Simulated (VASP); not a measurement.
**Br: equation of state with PBE**

Crystal: Br.

```
Br
1.0
    -1.28677    1.72000    3.57799
     1.28677   -1.72000    3.57799
     1.28677    1.72000   -3.57799
Br
1
Direct
  0.00000 0.00000 0.00000
```

- Program: VASP 6.6.1
- Task: equation of state
- Functional: PBE
- Potentials or basis: VASP PAW PBE potentials, release 64 (Br)
- Cutoff: 520 eV
- k mesh: 13 × 13 × 13
- Occupations: fermi-dirac, width 0.05 eV
- Spin: no spin polarisation
- Further INCAR settings: ALGO = Normal; EDIFF = 1e-07; NBANDS = 10

The equilibrium volume is 32.84 Å³/atom. The bulk modulus at fixed shape and positions is 28 GPa and the pressure derivative of the bulk modulus is 5.0.

Energy against volume, from the lowest point:
```tsv
volume (Å³/atom)	energy (meV/atom)
29.775	30.50
30.409	18.38
31.042	9.62
31.676	3.85
32.309	0.74
32.943	0.00
33.576	1.37
```

All runs of the series together: 6.2 min on 1 thread of Intel(R) Xeon(R) 6975P-C (Granite Rapids), with other jobs on the host.

Caveat: the cell was scaled at fixed shape and fractional positions, which overstates the stiffness of a crystal with free parameters, most of all of layers and chains.
